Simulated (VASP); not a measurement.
## CdS (F-43m) under uniaxial stress along [001]

Wanted: the response of CdS to uniaxial stress along [001], as a table, with a fit that predicts a row left out.

Program: VASP 6.6.1. Level of theory: LDA; plane waves and PAW (Cd, S); cell typed or built by script, in the first sound run; inputs show where later runs differ. Results are calculated unless marked as measured.

Most raw output is cut from this account.

## Step 1: The starting structure

Symmetry: F-43m, No. 216, cubic system. The conventional cell has a = 5.820 Å, b = 5.820 Å, c = 5.820 Å, α = 90.00°, β = 90.00°, γ = 90.00°. Nearest to Cd lie 4 S at 2.52 Å. S has 4 Cd at 2.52 Å nearest. Farther neighbours and most contacts between anions are not listed.

## Step 2: Relax the crystal, LDA

The series starts from the cell that this level prefers, so that zero strain is near zero stress.

This step took 2 runs in a row; the last is shown.

Level: LDA; plane waves and PAW (Cd, S); cell typed or built by script.

Input file INCAR:

```
SYSTEM = CdS
PREC = Accurate
ENCUT = 450
EDIFF = 1E-07
NELM = 120
ISMEAR = 0
SIGMA = 0.02
LREAL = .FALSE.
ALGO = Normal
GGA = CA
NBANDS = 15
LASPH = .TRUE.
LORBIT = 11
LWAVE = .FALSE.
LCHARG = .FALSE.
KPAR = 12
IBRION = 2
NSW = 40
ISIF = 3
EDIFFG = -0.005
POTIM = 0.4
```

Input file POSCAR:

```
CdS
1.0
    0.0000000000      2.8843989595      2.8843989595
    2.8843989595      0.0000000000      2.8843989595
    2.8843989595      2.8843989595      0.0000000000
Cd S
1 1
Direct
    0.0000000000      0.0000000000      0.0000000000
    0.2500000000      0.2500000000      0.2500000000
```

Input file KPOINTS:

```
Automatic mesh
0
Gamma
9 9 9
0 0 0
```

The projector-augmented-wave data sets are Cd and S (LDA family, release 64).

The run is started by

```bash
$ mpirun -np 12 vasp_std
```

Wall time 3 s (12 MPI ranks of Intel Xeon 6975P-C (Granite Rapids), shared host); peak memory 1.8 GiB.

Numbers from this step:

```
energy(sigma→0) of the program : -7.4068 eV
stress, compression positive   : xx, yy, zz 0.01, 0.01, 0.01 GPa
volume                         : 47.966 Å³
ionic steps                    : 2
```

## Step 3: Strain across the axis, LDA

One member in full: the axis is strained by -2 %, and the two directions across it are strained alike until their mean stress is under 0.012 GPa or five steps are spent.

This step took 3 runs, each at a new trial strain with the atoms of the one before; the last is shown.

Level: LDA; plane waves and PAW (Cd, S); cell typed or built by script.

Edit INCAR of step 2 so:

```diff
@@ -15,7 +15,7 @@
 LCHARG = .FALSE.
-KPAR = 12
-IBRION = 2
-NSW = 40
-ISIF = 3
-EDIFFG = -0.005
-POTIM = 0.4
+KPAR = 3
+IBRION = 1
+NSW = 25
+ISIF = 2
+EDIFFG = -0.004
+POTIM = 0.3
```

Input file POSCAR:

```
CdS
1.0
    0.0000000000      2.9089672970      2.8261322030
    2.9089672970      0.0000000000      2.8261322030
    2.9089672970      2.9089672970      0.0000000000
Cd S
1 1
Direct
    0.0000000000      0.0000000000      0.0000000000
    0.2500000000      0.2500000000      0.2500000000
```

KPOINTS is that of step 2.

The run is started by

```bash
$ mpirun -np 3 vasp_std
```

Wall time 6.6 s (3 MPI ranks); peak memory 0.46 GiB.

Numbers from this step:

```
energy(sigma→0) of the program : -7.4049 eV
stress, compression positive   : xx, yy, zz -0.01, -0.01, 0.53 GPa
ionic steps                    : 1
```

## Step 4: Band edges, TB-mBJ with spin-orbit coupling

Short lines in KPOINTS_OPT sample the zone centre along and across the axis, for masses, and the other valleys.

Level: TB-mBJ, spin-orbit coupling; plane waves and PAW (Cd, S); cell typed or built by script.

TB-mBJ has no energy functional, so the total energy, stress and pressure in this output mean nothing.

Input file INCAR:

```
SYSTEM = CdS
PREC = Accurate
ENCUT = 450
EDIFF = 1E-06
NELM = 150
ISMEAR = 0
SIGMA = 0.02
LREAL = .FALSE.
ALGO = Normal
METAGGA = MBJ
LASPH = .TRUE.
LNONCOLLINEAR = .TRUE.
MAGMOM = 0 0 0 0 0 0
NBANDS = 28
GGA_COMPAT = .FALSE.
LSORBIT = .TRUE.
LWAVE = .FALSE.
LCHARG = .FALSE.
KPAR = 3
```

POSCAR is that of step 3.

Input file KPOINTS:

```
Automatic mesh
0
Gamma
7 7 7
0 0 0
```

Input file KPOINTS_OPT:

```
Line mode
6
Line-mode
Reciprocal
  0.00000000   0.00000000   0.00000000
  0.02248965   0.02248965   0.00000000

  0.00000000   0.00000000   0.00000000
 -0.00000000  -0.02314883  -0.02314883

  0.31000000   0.31000000   0.00000000
  0.50000000   0.50000000   0.00000000

  0.00000000   0.31000000   0.31000000
  0.00000000   0.50000000   0.50000000

  0.45000000   0.45000000   0.45000000
  0.50000000   0.50000000   0.50000000

  0.45000000   0.00000000   0.00000000
  0.50000000   0.00000000   0.00000000

  0.42500000   0.42500000   0.00000000
  0.42500000   0.44814883   0.02314883

  0.50000000   0.50000000   0.50000000
  0.48363131   0.51636869   0.50000000
```

The run is started by

```bash
$ mpirun -np 3 vasp_ncl
```

Wall time 2 min (3 MPI ranks); peak memory 1.1 GiB.

## Step 5: Band edges, r2SCAN with spin-orbit coupling

Level: r2SCAN, spin-orbit coupling; plane waves and PAW (Cd, S); cell typed or built by script.

Edit INCAR of step 4 so:

```diff
@@ -4,3 +4,3 @@
 EDIFF = 1E-06
-NELM = 150
+NELM = 100
 ISMEAR = 0
@@ -9,3 +9,3 @@
 ALGO = Normal
-METAGGA = MBJ
+METAGGA = R2SCAN
 LASPH = .TRUE.
```

POSCAR is that of step 4.

KPOINTS is that of step 4.

KPOINTS_OPT is that of step 4.

The run is started by

```bash
$ mpirun -np 3 vasp_ncl
```

Wall time 2.8 min (3 MPI ranks); peak memory 1.1 GiB.

Numbers from this step:

| Item | Value |
| --- | --- |
| energy(sigma→0) of the program | -402.6064 eV |
| stress, compression positive | xx, yy, zz 4.00, 4.00, 4.34 GPa |

The run ends at a pressure of 4.11 GPa.

## Step 6: All members

Runs beyond LDA use the data sets made with LDA; this shifts their levels slightly, and their total energies have another zero (at TB-mBJ, which has no energy functional, they mean nothing).

The other members went through these steps as far as the tables show, with the same cutoff and, step by step, the same mesh; 41 runs are not shown. The session took 2.3 core hours (wall time by ranks) on a shared machine.

| strain along the axis (%) | strain across the axis (%) | stress along the axis, tension positive (GPa) | energy above the unstrained row (meV/atom) | gap on the mesh, LDA (eV) |
| --- | --- | --- | --- | --- |
| -2.000 | 0.872 | -0.533 | 0.908 | 0.913 |
| -1.500 | 0.653 | -0.408 | 0.523 | 0.925 |
| -1.000 | 0.437 | -0.277 | 0.250 | 0.938 |
| -0.500 | 0.220 | -0.142 | 0.069 | 0.951 |
| 0 | 0.000 | -0.007 | 0.000 | 0.965 |
| 0.500 | -0.209 | 0.145 | 0.028 | 0.956 |
| 1.000 | -0.423 | 0.298 | 0.183 | 0.946 |
| 1.500 | -0.637 | 0.455 | 0.442 | 0.936 |
| 2.000 | -0.848 | 0.617 | 0.822 | 0.927 |

Slopes at zero strain, from cubics through all rows: strain ratio -0.430, stress over strain 29 GPa.

Band edges at TB-mBJ with spin-orbit coupling, counted from the valence-band top at Γ, spin-orbit pairs averaged, with one row partly withheld:

| strain along the axis (%) | gap (eV) | conduction band at Γ (eV) | Δ or X valley along z (eV) | Δ or X valley along x (eV) | lowest conduction level at L, [111] (eV) | lowest conduction level at L, [-111] (eV) | second valence level below the top (eV) | third valence level below the top (eV) |
| --- | --- | --- | --- | --- | --- | --- | --- | --- |
| -2.000 | 2.645 | 2.645 | 4.587 | 4.691 | 4.324 | 4.324 | 0.070 | 0.090 |
| -1.500 | 2.656 | 2.656 | 4.616 | 4.694 | 4.338 | 4.338 | 0.052 | 0.072 |
| -1.000 | 2.666 | 2.666 | 4.645 | 4.698 | 4.351 | 4.351 | 0.034 | 0.054 |
| -0.500 | 2.676 | 2.676 | 4.675 | 4.701 | 4.364 | 4.364 | 0.016 | 0.037 |
| 0 | 2.685 | 2.685 | 4.703 | 4.703 | 4.373 | 4.373 | 0.000 | 0.025 |
| 0.500 | ? | ? | 4.716 | 4.689 | 4.365 | 4.365 | 0.009 | 0.036 |
| 1.000 | 2.668 | 2.668 | 4.729 | 4.676 | 4.356 | 4.356 | 0.012 | 0.054 |
| 1.500 | 2.660 | 2.660 | 4.742 | 4.662 | 4.346 | 4.346 | 0.013 | 0.074 |
| 2.000 | 2.651 | 2.651 | 4.756 | 4.649 | 4.335 | 4.335 | 0.014 | 0.095 |

Conduction masses, in electron masses:

| strain along the axis (%) | conduction mass at Γ, along the strain axis or the normal of the plane | conduction mass at Γ, across the strain axis or in the plane |
| --- | --- | --- |
| -2.000 | 0.245 | 0.243 |
| -1.500 | 0.246 | 0.245 |
| -1.000 | 0.249 | 0.247 |
| -0.500 | 0.242 | 0.243 |
| 0 | 0.246 | 0.246 |
| 0.500 | 0.245 | 0.243 |
| 1.000 | 0.248 | 0.248 |
| 1.500 | 0.242 | 0.244 |
| 2.000 | 0.242 | 0.244 |

Band edges at r2SCAN with spin-orbit coupling, counted from the valence-band top at Γ, spin-orbit pairs averaged:

| strain along the axis (%) | gap (eV) | conduction band at Γ (eV) | Δ or X valley along z (eV) | Δ or X valley along x (eV) | lowest conduction level at L, [111] (eV) | lowest conduction level at L, [-111] (eV) | second valence level below the top (eV) | third valence level below the top (eV) |
| --- | --- | --- | --- | --- | --- | --- | --- | --- |
| -2.000 | 1.616 | 1.616 | 3.642 | 3.760 | 3.459 | 3.459 | 0.075 | 0.104 |
| -1.500 | 1.627 | 1.627 | 3.674 | 3.763 | 3.474 | 3.474 | 0.056 | 0.084 |
| -1.000 | 1.638 | 1.639 | 3.707 | 3.766 | 3.488 | 3.488 | 0.036 | 0.065 |
| -0.500 | 1.649 | 1.649 | 3.739 | 3.769 | 3.501 | 3.501 | 0.017 | 0.048 |
| 0 | 1.657 | 1.657 | 3.769 | 3.769 | 3.510 | 3.510 | 0.000 | 0.036 |
| 0.500 | 1.648 | 1.648 | 3.784 | 3.754 | 3.501 | 3.501 | 0.011 | 0.047 |
| 1.000 | 1.639 | 1.639 | 3.798 | 3.738 | 3.491 | 3.491 | 0.016 | 0.065 |
| 1.500 | 1.630 | 1.630 | 3.813 | 3.723 | 3.480 | 3.480 | 0.018 | 0.086 |
| 2.000 | 1.620 | 1.620 | 3.828 | 3.707 | 3.468 | 3.468 | 0.019 | 0.109 |

Conduction masses, in electron masses:

| strain along the axis (%) | conduction mass at Γ, along the strain axis or the normal of the plane | conduction mass at Γ, across the strain axis or in the plane |
| --- | --- | --- |
| -2.000 | 0.156 | 0.158 |
| -1.500 | 0.156 | 0.158 |
| -1.000 | 0.156 | 0.158 |
| -0.500 | 0.157 | 0.158 |
| 0 | 0.157 | 0.157 |
| 0.500 | 0.157 | 0.156 |
| 1.000 | 0.158 | 0.156 |
| 1.500 | 0.158 | 0.156 |
| 2.000 | 0.158 | 0.156 |

## Step 7: A fit to the known rows

The quantity to fit is the conduction level at Γ above the mean of the three top valence levels at TB-mBJ with spin-orbit coupling: 2.698, 2.697, 2.696, 2.694, 2.693, 2.690, 2.689, 2.688 eV in the rows shown.

A least-squares parabola through the 8 rows shown, with e the strain in %: E = − 5.94e-5 e² − 0.002624 e + 2.693 (eV), r.m.s. residual 8.3e-5 eV.

For the withheld row, e = 0.5, the fit gives 2.6917 eV.

## Step 8: The withheld row

The calculation gives 2.6916 eV, so the prediction is 0.0001 eV too high.

## Step 9: Summary of results

```json
{
  "Poisson ratio": "0.430",
  "Young's modulus along the axis": "29 GPa",
  "gap of the unstrained cell, TB-mBJ with spin-orbit coupling": "2.68 eV",
  "gap of the unstrained cell, r2SCAN with spin-orbit coupling": "1.66 eV",
  "slope at zero strain of the conduction level at Γ above the mean of the three top valence levels, TB-mBJ with spin-orbit coupling": "-3 meV per %",
  "error of the predicted row": "0.1 meV"
}
```

As a check, the curvature of the energy gives 29 GPa for the same modulus (energy per volume = E/2 × strain²), 0 % from the slope of the stress. At TB-mBJ with spin-orbit coupling the lowest conduction valley is Γ throughout, and the gap runs between 2.64 and 2.68 eV. At r2SCAN with spin-orbit coupling the lowest conduction valley is Γ throughout, and the gap runs between 1.62 and 1.66 eV. Hole masses are left out throughout, since the top bands are degenerate or cross in many series; of conduction masses, those of the Γ, L and (for Si and Ge under (001) strain) Δ valleys are kept where they change by under an eighth between rows. TB-mBJ is a potential fitted for gaps; it has no energy functional, so its total energies and forces mean nothing, and its bands tend to come out too narrow. r2SCAN opens gaps somewhat over GGA but leaves them below measured values as a rule. Δ or X levels are the lowest on their line, refined by a parabola unless they lie at X; the gap is read from all points sampled and can differ from the lowest valley by some meV, or by tens of meV where strain moves the valence top off Γ. Temperature, zero-point motion and excitons are left out.

[Lines on the potential files, build, host, timing and source positions are cut from VASP's logs without a mark.]

[Logs are printed without paths, hosts, clocks, repeated set-up lines and the standing remarks that a program may print on its own settings, such as how far it seeks lower states.]

[Hosts, paths, dates, database ids (printed as entryN), source tags and the programs' standing remarks are cut or masked in the printed files.]

[In band tables of VASP the shares of atoms and orbitals are scaled to a sum of 1 inside the atoms' spheres.]
